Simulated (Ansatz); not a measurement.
**O started in the widest void in cubic perovskite KTaO3, 41 atoms, charge −1**

All numbers come from Ansatz (PAW, plane waves, no spin–orbit coupling) at the single k point (¼, ¼, ¼) without its symmetry partners. The atoms were relaxed with PBEsol in a fixed cell; other functionals are single points on those atoms unless said otherwise. The valence top and gap of the host come from its small cell on a dense mesh, with the band extrema sought between the mesh points, lined up by the mean potential, PBEsol gap 2.13 eV, HSE06 gap 3.59 eV. The charge correction uses an assumed dielectric constant of 200.

Cell: a = 7.971 Å, b = 7.971 Å, c = 7.971 Å, α = 90.00°, β = 90.00°, γ = 90.00°.

Nearest atoms after relaxation, from the placed atom (for vacancies from the middle of the vacant sites): O at 1.90 Å, Ta at 2.03 Å, Ta at 2.16 Å, O at 2.40 Å, K at 2.41 Å, O at 2.41 Å, K at 2.41 Å, O at 2.92 Å.

Chemical potentials μ are those of reference phases of the elements at zero temperature by the same functional (the usual solids, diamond for C, grey Sn, and the molecules H2, N2, O2, F2, Cl2, Br2 and S8).

```tsv
functional	E(defect) − E(host) − Σ nμ + q·E_VBM (eV)	monopole (eV)	alignment (eV)	formation energy at E_F = VBM (eV)	moment (μB)	wall time, shared host
PBEsol	4.10	0.01	-0.02	4.09	1.0	93 s on 7 threads of Neoverse-V2 (relaxation)
```

(1) Estimate the formation energy and moment that HSE06 gives on these atoms.

(2) How does the monopole term follow by hand for this cubic cell?

HSE06 one-electron levels near the gap (the ten most localised at most), from the host's valence top, not corrected for the charge's images:

| level (eV) | spin | filling | atoms sharing it | element of the atom with most weight |
| --- | --- | --- | --- | --- |
| -0.29 | up | 1.00 | 8.2 | O |
| -0.26 | up | 1.00 | 13.9 | spread |
| -0.25 | down | 1.00 | 13.0 | spread |
| -0.13 | down | 1.00 | 10.7 | O |
| -0.08 | up | 1.00 | 9.7 | O |
| -0.05 | down | 1.00 | 9.3 | O |
| -0.03 | down | 1.00 | 12.4 | spread |
| 0.28 | up | 1.00 | 7.3 | O |
| 0.45 | down | 1.00 | 6.8 | O |
| 0.81 | up | 1.00 | 5.4 | O |

All elements are taken at their own reference at once; growth conditions in equilibrium with the host shift these energies, by up to the host's formation enthalpy.

The ideal cubic host may itself distort, and that gain is in these energies.

One k point and a cell of this size can leave errors of several tenths of an eV in such numbers.

## Answers

(1) 5.68 eV at E_F = VBM (5.69 eV before the monopole term 0.01 eV and the alignment -0.02 eV), moment 1.0 μB.

(2) q²·α·e²/(4πε₀)/(2εL) with the Madelung constant α = 2.837 and e²/4πε₀ = 14.40 eV·Å: 1 × 2.837 × 14.40 / (2 × 200 × 7.971) = 0.01 eV.
